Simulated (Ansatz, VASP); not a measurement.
**MnO: VASP beside Ansatz**

```
Mn O
1.0
     2.72480    0.00000    0.00000
     0.00000    2.72480    0.00000
     0.00000    0.00000    2.72480
Mn O
1 1
Direct
  0.00000 0.00000 0.00000
  0.50000 0.50000 0.50000
```

Measurements of this composition are mostly on another form, of space group No. 225.

Alike in both runs: task single point; functional PBE; k mesh 10 × 10 × 10; occupations fermi-dirac, width 0.05 eV; collinear spin.

|  | VASP | Ansatz |
| --- | --- | --- |
| version | VASP 6.6.1 | Ansatz 0.2.0 |
| potentials or method | VASP PAW PBE potentials, release 64 (Mn_pv, O) | Ansatz PAW |
| plane-wave cutoff (eV) | 520 | 420 |
| valence electrons in the cell | 19 | 21 |

```tsv
	VASP	Ansatz	Ansatz less VASP
gap on the k mesh at the Fermi level (eV)	none	none	-
pressure (GPa)	5.1	5.0	-0.06
net moment per atom (μB)	2.39	2.39	0.000
size of the moment on the site where the two differ most (μB)	4.32	4.12	-0.193
```

Site moments also hang on the region over which each program counts them. A gap of «none» marks a metal or a gap that the smearing closes. With one functional, cell and mesh, what is left measures potentials, basis and numerics. The two sets of potentials don't hold the same shells in valence.

Caveats: a cell with one magnetic atom can't hold antiferromagnetic order, which such compounds often take; semilocal functionals often make such compounds metallic where correlation or magnetic order opens a gap, which also shifts bond lengths; the pressure holds a Pulay correction of +0.7 GPa for the finite cutoff (Ansatz).
